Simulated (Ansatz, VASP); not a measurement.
**One calculation of CdTe, two programs**

POSCAR

```
CdTe
1.0
    0.0000000000      3.2050000000      3.2050000000
    3.2050000000      0.0000000000      3.2050000000
    3.2050000000      3.2050000000      0.0000000000
Te Cd
1 1
Direct
    0.7500000000      0.7500000000      0.7500000000
    0.0000000000      0.0000000000      0.0000000000
```

File INCAR.step1:

```
SYSTEM = CdTe
  PREC = Accurate
  ENCUT = 520
  EDIFF = 1E-5
  ISMEAR = -1
  SIGMA = 0.05
  LREAL = .False.
  LASPH = .True.
  NELM = 100
  ALGO = Normal
  ISIF = 2
  LWAVE = .True.
  GGA = PE
  NBANDS = 16
```

Contents of INCAR.step2:

```
SYSTEM = CdTe
  PREC = Accurate
  ENCUT = 520
  EDIFF = 1E-7
  ISMEAR = -1
  SIGMA = 0.05
  LREAL = .False.
  LASPH = .True.
  NELM = 100
  ALGO = Normal
  ISIF = 2
  LWAVE = .False.
  LCHARG = .True.
  GGA = PE
  LHFCALC = .True.
  AEXX = 0.25
  PRECFOCK = Normal
  HFRCUT = -1
  LELF = .True.
  LVHAR = .True.
  ISTART = 1
  NBANDS = 16
```

Contents of KPOINTS:

```
Automatic mesh
0
Gamma
  4 4 4
  0 0 0
```

File input.yaml:

```yaml
crystal:
  lattice:
    - [0.0, 3.205, 3.205]
    - [3.205, 0.0, 3.205]
    - [3.205, 3.205, 0.0]
  atoms:
    - { symbol: Te, position: [0.75, 0.75, 0.75] }
    - { symbol: Cd, position: [0.0, 0.0, 0.0] }
hamiltonian:
  xc: pbe0
  pseudopotentials: { kind: paw }
kpoints:
  mp_grid: { grid: [4, 4, 4] }
scf:
  occupations: { method: fermi_dirac, width: 0.05 }
output:
  forces: true
  stress: true
  eigenvalues: true
```

Alike in both runs: task single point; functional PBE0; k mesh 4 × 4 × 4; occupations fermi-dirac, width 0.05 eV; no spin polarisation.

```csv
,VASP,Ansatz
version,VASP 6.6.1,Ansatz 0.2.0
potentials or method,"VASP PAW PBE potentials, release 64 (Te, Cd)",Ansatz PAW
plane-wave cutoff (eV),520,420
valence electrons in the cell,18,36
```

VASP gave:

```
gap on the k mesh at the Fermi level (eV) : 2.33
least direct gap on the mesh (eV)         : 2.33
pressure (GPa)                            : 3.4
```

Problem. Estimate Ansatz's values.

Solution. gap on the k mesh at the Fermi level (eV): 2.41; least direct gap on the mesh (eV): 2.41; pressure (GPa): 3.4.

The two sets of potentials don't hold the same shells in valence.

Caveats: the k mesh is coarse (spacing up to 0.42 Å⁻¹), so the values aren't converged, least of all with exact exchange; spin-orbit coupling is left out, which moves the levels of the heavy elements; the PAW data sets were made with another functional, which shifts forces and pressure a little (VASP); the PAW data sets come from PBE, with cores solved anew for the run's functional, which leaves a small shift of forces and pressure (Ansatz); the thresholds are loose for stress (Ansatz).
